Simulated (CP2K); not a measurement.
Runs of CP2K 2026.2 on FeSi. It takes space group P2_13 (No. 198, cubic). The conventional cell has a = 4.551 Å, b = 4.551 Å, c = 4.551 Å, α = 90.00°, β = 90.00°, γ = 90.00°. Around Fe (site symmetry 3) lie 7 Si at 2.32 to 2.55 Å. Around Si (site symmetry 3) lie 7 Fe at 2.32 to 2.55 Å. 

| level | potentials or basis | smearing | NGRIDS | points a segment of the path (NPOINTS) | bands added on the path | CUTOFF of the grids | gap on the mesh (eV) | pressure (GPa) | moment (μB) | largest force (eV/Å) |
| --- | --- | --- | --- | --- | --- | --- | --- | --- | --- | --- |
| PBE | POTENTIAL_UZH Fe GTH-PBE-q16, Si GTH-PBE-q4; TZVP-MOLOPT-PBE-GTH basis | fermi-dirac 0.05 eV | 4 | 10 | 4 | 500 Ry | none | -9.0 | 4.06 | 0.11 |
| r2SCAN | POTENTIAL_UZH Fe GTH-SCAN-q16, Si GTH-SCAN-q4; TZVP-MOLOPT-SCAN-GTH basis | fermi-dirac 0.05 eV | 4 | 10 | 6 | 700 Ry | none | -6.4 | 6.57 | 0.49 |
| PBEsol | POTENTIAL_UZH Fe GTH-PBE-q16, Si GTH-PBE-q4; TZVP-MOLOPT-PBE-GTH basis | fermi-dirac 0.0259 eV | 5 | 8 | 2 | 500 Ry | none | (b) | 4.05 | 0.09 |
| LDA | GTH_POTENTIALS Fe GTH-PADE-q16, Si GTH-PADE-q4; TZVP-MOLOPT-PBE-GTH basis | fermi-dirac 0.1 eV | 4 | 8 | 2 | 500 Ry | none | (c) | (a) | 0.16 |

Alike in all rows: task band structure; spin collinear, ferromagnetic start; cell as given; k mesh 6 × 6 × 6.

Fill in the values left out.

(a) 3.68; (b) -14.2; (c) -20.8.

Caveats: the basis of atomic orbitals isn't converged, which shifts pressures, moduli and gaps; the potentials were made for another functional, which shifts forces and pressure (some runs); so large a pressure means that the cell lies far from this level's equilibrium, or that cutoff or potentials fall short (some runs).

A k mesh can miss the band edges.

A gap of «none» marks a metal or a gap under the smearing width.

Not every run made on this cell is shown here.
